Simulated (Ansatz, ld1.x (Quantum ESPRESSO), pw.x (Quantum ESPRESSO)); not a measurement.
**iridium: does the TM potential hold in the solid?**

iridium (Ir), norm-conserving Troullier–Martins (Kleinman–Bylander form), made with ld1.x (Quantum ESPRESSO) 7.5 (PBE, scalar-relativistic). Core [Xe] 4f14, reference 5d7 6s1 6p1. Waves: 6p (bound): rc 3.70 bohr; 5d (bound): rc 1.85 bohr; 6s (bound): rc 1.85 bohr. Local part: the s channel. Core correction: none.

Crystal test: diamond Ir in pw.x 7.5, no spin, 8³ k-points, Fermi–Dirac smearing 0.01 Ry, cutoffs 85/340 Ry. The reference is all-electron LAPW (Ansatz 0.2.0) with the same functional, mesh and smearing; V0 and B0 come from Birch–Murnaghan fits to the pressures at five volumes. Errors are pseudo minus all-electron; Δ is the rms difference of the E(V) curves that follow from these fits, minima aligned, over ±6 % about the mean V0. Mesh and smearing are coarse, so the numbers serve the comparison and aren't converged zero-temperature values; the lattice is a test structure that the element need not adopt.

All-electron: a0 = 5.571 Å (V0 = 21.61 Å³/atom), B0 = 182.3 GPa.

Q: How far does the potential miss the all-electron equation of state?

A: mean pressure error (GPa): +7.13; a0 (Å): 5.640; a0 error (%): +1.24; B0 error (%): -5.2; Δ (meV/atom): 31.6. The largest radius (3.70 bohr) exceeds half the bond length (2.28 bohr), so the spheres overlap, which is one possible source of error among others. This is a poor potential for the solid.

| V (Å³/atom) | P all-electron (GPa) | P pseudo (GPa) |
| --- | --- | --- |
| 20.480 | 11.23 | 19.70 |
| 21.019 | 5.43 | 13.17 |
| 21.558 | 0.45 | 7.52 |
| 22.097 | -3.84 | 2.63 |
| 22.636 | -7.51 | -1.59 |

Q: At the middle volume, how do free energy and pressure move when the wave cutoff is lowered (ecutrho kept at four times it)?

A:

```tsv
cutoff (Ry)	shift of F (meV/atom)	shift of P (GPa)
38	+119.8	-6.22
51	+21.2	+0.11
68	+5.0	-0.25
```

The run at the middle volume (29 k-points, 9 iterations) took about 26 s on one core of a shared host (Neoverse-V2, 32 threads, 247 GiB, load 23).
